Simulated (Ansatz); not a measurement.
**AlAs: the cell at several levels of theory**

One table from this session's results is given with a row withheld; the runs are named, their logs left out.

Code: Ansatz 0.2.0. PAW datasets, plane waves, zero pressure. Calculated at 0 K for a non-magnetic cell.

## The system as given

The symmetry is F-43m (No. 216, cubic); a = 5.661 Å in the conventional setting, 22.67 Å³ an atom. Near Al stand 4 As at 2.45 Å; near As stand 4 Al at 2.45 Å.

Coordinates:

Space group F-43m (No. 216). a = 5.661 Å, b = 5.661 Å, c = 5.661 Å, α = 90.00°, β = 90.00°, γ = 90.00°
| atom | site | symmetry | x | y | z |
| --- | --- | --- | --- | --- | --- |
| Al | 4a | -43m | 0.0000 | 0.0000 | 0.0000 |
| As | 4d | -43m | 0.2500 | 0.2500 | 0.7500 |

Set-up of the first run:

input.yaml

```yaml
crystal:
  lattice:
    - [0.0, 2.8304, 2.8304]
    - [2.8304, 0.0, 2.8304]
    - [2.8304, 2.8304, 0.0]
  atoms:
    - { symbol: Al, position: [0.0, 0.0, 0.0] }
    - { symbol: As, position: [0.25, 0.25, 0.25] }
kpoints:
  mp_grid: { grid: [8, 8, 8] }
hamiltonian:
  xc: pbe
scf:
  occupations: { method: fermi_dirac, width: 0.02 }
relax:
  f_tol: 0.005
  cell: {}
output:
  write_density: true
  write_potential: true
  elf: true
  volumetric_format: npy
```

Run with:

```bash
$ ansatz run input.yaml --threads 2 --pin off --max-ram 2211MiB --backend cpu --events-out ev --progress --plain --runs-dir out
```

Among the steps run: PBE: cell and atoms; r2SCAN: cell and atoms; Relaxation with PBEsol; Relaxing with LDA; Relaxing with HSE06.

One of the session's tables, all rows but one given; the rest of the session is left out.

| level | a (Å) | volume (Å³/atom) |
| --- | --- | --- |
| PBE | 5.728 | 23.487 |
| r2SCAN | 5.678 | 22.880 |
| PBEsol | ? | ? |
| LDA | 5.629 | 22.290 |
| HSE06 | 5.682 | 22.936 |

Estimate the missing values for PBEsol.

As computed: a (Å): 5.675; volume (Å³/atom): 22.841. In the column «a (Å)» it lies between LDA (5.629) and r2SCAN (5.678).

The first relaxation changed the volume by +3.6 % from the start. The volume runs from LDA (least) to PBE (most), a spread of 5.4 %, or 1.8 % in length if all axes shared it alike. A measured a is 5.66139 Å (291 K; a printed reference work, data compilation); the misses are PBE +1.2 %, r2SCAN +0.3 %, PBEsol +0.2 %, LDA -0.6 %, HSE06 +0.4 %. The calculation is for a static lattice, without the thermal expansion and zero-point motion that a deposited cell holds. The meshes differ: PBE 8×8×8, r2SCAN 8×8×8, PBEsol 8×8×8, LDA 8×8×8, HSE06 6×6×6.

**Measured values.**

From a printed reference work, data compilation, for a bulk crystal of AlAs at 291 K: lattice constant a 5.66139 Å.
